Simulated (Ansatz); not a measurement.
`BNC=C=C` + `OCCO` → `BOCCO` + `C=C=CN`  (ligand exchange at a B–N bond)

Gas-phase electronic energies from Ansatz, PBE0-D4/def2-TZVP geometries. CCSD(T)/CBS adds triple-zeta CCSD(T) − MP2 to the extrapolated MP2 energy (def2 sets, frozen cores). This one scheme is used for every species. Functionals use def2-TZVPP. B3LYP here is the variant with VWN-RPA as its local correlation; programs differ in this. One conformer a species, not always the lowest.

| level | ΔE (kcal/mol) | difference from CCSD(T)/CBS |
| --- | --- | --- |
| PBE-D4 | 4.2 | 0.9 |
| r2SCAN-D4 | 3.6 | 0.3 |
| B3LYP-D4 | 3.0 | -0.3 |
| HF/def2-TZVPP | 0.9 | -2.4 |
| CCSD/def2-TZVPP | 3.1 | -0.2 |
| CCSD(T)/def2-TZVPP | 3.3 | 0.0 |
| HF/def2-QZVPP | 0.7 | -2.6 |
| HF/CBS(def2) | 0.6 | -2.7 |
| MP2/CBS(def2) | 3.7 | 0.4 |
| CCSD/CBS(def2) | 3.0 | -0.3 |
| CCSD(T)/CBS | 3.3 | 0 |

Largest T1 diagnostic among the species: 0.014.

In def2-TZVPP, CCSD(T) changes the Hartree–Fock value by +2.4 kcal/mol (the triples alone add +0.3 kcal/mol) and MP2 by +2.8 kcal/mol.

CCSD(T)/CBS has its own doubt, a few kJ/mol and more with outer-core shells, so smaller differences from it don't rank the levels.
